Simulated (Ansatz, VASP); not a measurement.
# Two plane-wave programs on Ag

```
Ag
1.0
     0.00000    2.07369    2.07369
     2.07369    0.00000    2.07369
     2.07369    2.07369    0.00000
Ag
1
Direct
  0.00000 0.00000 0.00000
```

Alike in both runs: functional PBE; k mesh 18 × 18 × 18; occupations gaussian, width 0.1 eV; no spin polarisation.

Ansatz relaxed the structure, and its values are those at the end. VASP's run is a single point on that final structure, the one shown.

|  | VASP | Ansatz |
| --- | --- | --- |
| version | VASP 6.6.1 | Ansatz 0.2.0 |
| potentials or method | VASP PAW PBE potentials, release 64 (Ag) | scalar-relativistic, plane waves, PAW |
| plane-wave cutoff (eV) | 520 | 420 |
| valence electrons in the cell | 11 | 19 |

|  | VASP | Ansatz | Ansatz less VASP |
| --- | --- | --- | --- |
| gap on the k mesh at the Fermi level (eV) | none | none | - |
| pressure (GPa) | -0.1 | 0.0 | +0.12 |

A gap of «none» marks a metal or a gap that the smearing closes. With one functional, cell and mesh, what is left measures potentials, basis and numerics. The two sets of potentials don't hold the same shells in valence.
